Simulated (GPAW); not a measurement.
# As (R-3m) in GPAW: single point with PBE

Aim: the single point of As with PBE.

Everything below comes from runs of GPAW 26.7.0. Logs are shortened: lines on timing, memory, paths and dates and some standing lists are left out, and cuts for length are marked. The log counts tension as positive stress, the text compression.

## Step 1: Starting point

Symmetry: R-3m, No. 166, trigonal system. The conventional cell has a = 3.762 Å, b = 3.762 Å, c = 10.542 Å, α = 90.00°, β = 90.00°, γ = 120.00°. As (site symmetry 3m) is surrounded by 3 As at 2.51 Å.

## Step 2: Single point, PBE

File run.py:

```python
from ase.io import read
from gpaw import PW
from gpaw.dft import DFT

atoms = read('As.cif')

dft = DFT(atoms,
          mode=PW(600),
          xc='PBE',
          kpts={'size': (9, 9, 9), 'gamma': True},
          occupations={'name': 'fermi-dirac', 'width': 0.05},
          nbands=13,
          convergence={'density': 1e-05, 'energy': 1e-05},
          maxiter=150,
          txt='gpaw.txt')
print(f'Energy: {dft.calculate_energy():.6f} eV')
print('Forces (eV/A):')
print(dft.calculate_forces().round(4))
print('Stress (eV/A^3):', dft.calculate_stress().round(6))
dft.write_gpw_file('gs.gpw')
```

File As.cif:

```cif
data_As
_cell_length_a 4.13100000
_cell_length_b 4.13100000
_cell_length_c 4.13100000
_cell_angle_alpha 54.16700000
_cell_angle_beta 54.16700000
_cell_angle_gamma 54.16700000
_space_group_name_H-M_alt 'P1'
_space_group_name_Hall 'P 1'
_space_group_IT_number 1
loop_
_space_group_symop_operation_xyz
'x,y,z'
loop_
_atom_site_label
_atom_site_type_symbol
_atom_site_symmetry_multiplicity
_atom_site_Wyckoff_symbol
_atom_site_fract_x
_atom_site_fract_y
_atom_site_fract_z
_atom_site_occupancy
As1 As 1 a 0.2260000000 0.2260000000 0.2260000000 1
As2 As 1 a 0.7740000000 0.7740000000 0.7740000000 1
```

Potentials or basis: GPAW PAW data sets (gpaw-data 1.2.1), pw.

Launch:

```bash
$ OMP_NUM_THREADS=1 python run.py
```

gpaw.txt:

```text
Diagonalizing LCAO Hamiltonian
Converting LCAO to pw mode

                     As

       As

Atoms  # Å, Bohr magnetons
|   | symbol |        x |        y |        z |    initial magnetic moments |
|---|--------|----------|----------|----------|-----------------------------|
| 0 |     As | 2.026718 | 1.036388 | 0.703408 | ( 0.0000,  0.0000,  0.0000) |
| 1 |     As | 6.941061 | 3.549398 | 2.409017 | ( 0.0000,  0.0000,  0.0000) |

Unit cell  # Å
| periodic |        x |        y |        z |  lengths |    angles |
|----------|----------|----------|----------|----------|-----------|
|      yes | 4.131000 | 0.000000 | 0.000000 | 4.131000 | 54.167000 |
|      yes | 2.418390 | 3.349112 | 0.000000 | 4.131000 | 54.167000 |
|      yes | 2.418390 | 1.236674 | 3.112425 | 4.131000 | 54.167000 |

Number of symmetries: 12
Symmetry operations  # r_c * U_cc + t_c -> r_c
|    | kind |            matrix            |
|----|------|------------------------------|
|  0 |  E   |  1, 0, 0,  0, 1, 0,  0, 0, 1 |
|  1 |  σ   |  1, 0, 0,  0, 0, 1,  0, 1, 0 |
|  2 |  σ   |  0, 1, 0,  1, 0, 0,  0, 0, 1 |
|  3 |  C3  |  0, 1, 0,  0, 0, 1,  1, 0, 0 |
|  4 |  C3  |  0, 0, 1,  1, 0, 0,  0, 1, 0 |
|  5 |  σ   |  0, 0, 1,  0, 1, 0,  1, 0, 0 |
|  6 |  C2  |  0, 0,-1,  0,-1, 0, -1, 0, 0 |
|  7 |  S6  |  0, 0,-1, -1, 0, 0,  0,-1, 0 |
|  8 |  S6  |  0,-1, 0,  0, 0,-1, -1, 0, 0 |
|  9 |  C2  |  0,-1, 0, -1, 0, 0,  0, 0,-1 |
| 10 |  C2  | -1, 0, 0,  0, 0,-1,  0,-1, 0 |
| 11 |  i   | -1, 0, 0,  0,-1, 0,  0, 0,-1 |

BZ-sampling:
  Number of BZ points: 729
  Number of IBZ points: 85

  Monkhorst-Pack size: [9, 9, 9]
  Monkhorst-Pack shift: [0, 0, 0]

K-points  # in reciprocal-cell coordinates
|     |                                coordinates |     weight |
|-----|--------------------------------------------|------------|
|   0 | (  0.00000000,   0.00000000,   0.00000000) | 0.00137174 |
|   1 | (  0.11111111,   0.00000000,  -0.11111111) | 0.00823045 |
|   2 | (  0.11111111,   0.00000000,   0.00000000) | 0.00823045 |
|   3 | (  0.11111111,   0.11111111,  -0.11111111) | 0.00823045 |
|   4 | (  0.11111111,   0.11111111,   0.00000000) | 0.00823045 |
|   5 | (  0.11111111,   0.11111111,   0.11111111) | 0.00274348 |
|   6 | (  0.22222222,  -0.11111111,  -0.11111111) | 0.00823045 |
|   7 | (  0.22222222,   0.00000000,  -0.22222222) | 0.00823045 |
|   8 | (  0.22222222,   0.00000000,  -0.11111111) | 0.01646091 |
|   9 | (  0.22222222,   0.00000000,   0.00000000) | 0.00823045 |
| ... |                                            |            |
|  84 | (  0.44444444,   0.44444444,   0.44444444) | 0.00274348 |

Plane wave coefficients: 1461
Cutoff: 600.0 eV

Spin-components: 1 (collinear spins)
Bands:           13
Projectors:      10
Spin-degeneracy: 2
Datatype:        complex128

Density:
  Valence electrons: 10.0
  Components: 1
  Grid points: [24 24 24]
  Charge: 0.0  # |e|

Potential:
  Grid points: [24 24 24]

species:
  As:
    name:    Arsenic
    Z:       33.0
    valence: 5
    core:    28
    charge:  0.0  # [|e|]
    compensation charges:
      type: gauss
      rc: 0.33  # [Å]
      lmax: 2
    cutoffs:
      filter: 1.87  # [Å]
      core: 2.96  # [Å]
    projectors
    | kind |    occ | energy [eV] | rcut [Å] |
    |------|--------|-------------|----------|
    |   4s |  2.000 |     -14.487 |    1.058 |
    |   4p |  3.000 |      -5.196 |    1.058 |
    |    s |        |      12.725 |    1.058 |
    |    p |        |      22.016 |    1.058 |
    |    d |        |       0.000 |    1.058 |

    Using partial waves for As as LCAO basis

Reference energy: -123005.947200  # eV

eigensolver:
  PPCG
  Converge bands: occupied
  niter=2

density mixing:
  MSR1-Mixer
  Pratt-step length: 0.05
  Maximum mixing coefficient: 0.75
  Old densities: 10
  SVD Regularization: 0.005
  Good broyden scale: 1.0
  Trust region scale: 1.0
  Backstep threshold: 4.0
  History deletion threshold: 6.0
  Fourier metric: weight=20.0, sigma=0.015

occupation numbers:
  Fermi-Dirac:
    width: 0.0500  # eV

poisson solver:
  ecut: 4800.0  # eV

xc functional:
[... 9 lines left out ...]
|iter     | |      energy | eigst |  dens |
|---------|-|-------------|-------|-------|
|iter:   1| |   -9.318455 | -0.70 |       |
|iter:   2| |   -9.318973 | -3.02 | -1.16 |
|iter:   3| |   -9.311341 | -3.29 | -1.18 |
|iter:   4| |   -9.311239 | -4.11 | -1.74 |
|iter:   5| |   -9.311267 | -6.12 | -2.83 |
|iter:   6| |   -9.311272c| -7.13 | -3.30 |
|iter:   7| |   -9.311272c| -8.49c| -4.03 |
|iter:   8| |   -9.311272c| -9.46c| -5.20c|
SCF steps: 8
Energy contributions relative to reference atoms: (reference = -123005.947200)

Energy contributions:
  Kinetic:          19.867493
  Coulomb:         -19.141215
  Zero:             -0.019893
  External:          0.000000
  Xc:              -10.016914
  Entropy:          -0.001485
  Spinorbit:         0.000000
  ----------------------------
  Free energy:      -9.312014
  Extrapolated:     -9.311272

Forces  # eV/Ang
|        x |        y |        z |
|----------|----------|----------|
|  0.41084 |  0.21009 |  0.14259 |  # As   0
| -0.41084 | -0.21009 | -0.14259 |  # As   1

Stress tensor  # eV/Ang^3
|         x |         y |         z |
|-----------|-----------|-----------|
| -0.022631 |  0.001723 |  0.001170 |
|  0.001723 | -0.025120 |  0.000598 |
|  0.001170 |  0.000598 | -0.025595 |

Writing to gs.gpw (mode='')

  __  _  _
 | _ |_)|_||  |
 |__||  | ||/\| - 26.7.0

Input parameters:
  mode=PW(ecut=600.0),
  convergence={'density': 1e-05, 'energy': 1e-05},
  kpts=MonkhorstPack(size=(9, 9, 9), gamma=True),
  maxiter=150,
  nbands=13,
  occupations=Occupations(name='fermi-dirac', width=0.05),
  xc=XC(name='PBE')
# Writing to gs.gpw (mode='')
```

Wall time 21 s (1 thread of Arm Neoverse V2, shared host); peak memory 0.18 GiB.

Results:

| Item | Value |
| --- | --- |
| Free energy | -9.3120 eV |
| Pressure | 3.9 GPa |
| Largest force | 0.483 eV/Å |
| Band gap on the k mesh | none (metal or under the smearing width) |

Forces on the atoms (eV/Å):
```
As   0.411  0.210  0.143
As  -0.411 -0.210 -0.143
```
